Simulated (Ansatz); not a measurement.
LaAlO3 (R-3c), relaxed and computed with several functionals in Ansatz (plane waves, PAW).

```json
[
 {"functional": "PBEsol", "a (Å)": "[?]", "c (Å)": "[?]", "V (Å³/atom)": "[?]", "gap (eV)": "[?]", "B₀ by P(V) fit (GPa)": "[?]"},
 {"functional": "HSE06", "a (Å)": "5.358", "c (Å)": "13.068", "V (Å³/atom)": "10.83", "gap (eV)": "5.46", "B₀ by P(V) fit (GPa)": "199"},
 {"functional": "LDA", "a (Å)": "5.302", "c (Å)": "12.934", "V (Å³/atom)": "10.50", "gap (eV)": "3.89", "B₀ by P(V) fit (GPa)": "210"}
]
```

Problem. Some entries are withheld; supply them.

Solution. 
- PBEsol, a (Å): 5.353
- PBEsol, c (Å): 13.049
- PBEsol, V (Å³/atom): 10.79
- PBEsol, gap (eV): 3.94
- PBEsol, B₀ by P(V) fit (GPa): 195

All cells were relaxed under the symmetry of their starts (and spin orders); stability against distortions was not tested throughout. Spin–orbit coupling is left out wherever it is not named.

Potentials: the later of the program's two PAW sets.

Ansatz (an electronic-structure program) is a plane-wave DFT program.
